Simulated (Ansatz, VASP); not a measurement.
One calculation of Rh, two programs

```
Rh
1.0
     0.00000    1.91414    1.91414
     1.91414    0.00000    1.91414
     1.91414    1.91414    0.00000
Rh
1
Direct
  0.00000 0.00000 0.00000
```

Change from the starting cell: volume scaled by 1.02.

Alike in both runs: task single point; functional PBEsol; k mesh 16 × 16 × 16; occupations fermi-dirac, width 0.08 eV; no spin polarisation.

```csv
,VASP,Ansatz
version,VASP 6.6.1,Ansatz 0.2.0
potentials or method,"VASP PAW PBE potentials, release 64 (Rh_pv), cutoff 520 eV","all-electron LAPW, scalar-relativistic"
```

Ansatz gave:

```
pressure (GPa) : -9.9
```

Q: What did VASP give for the same quantities?

A: Pressure (GPa): -10.0.

Ansatz ran all-electron here, so the differences hold the error of VASP's frozen core and of both bases.

Caveats: the PAW data sets were made with another functional, which shifts forces and pressure a little (VASP).
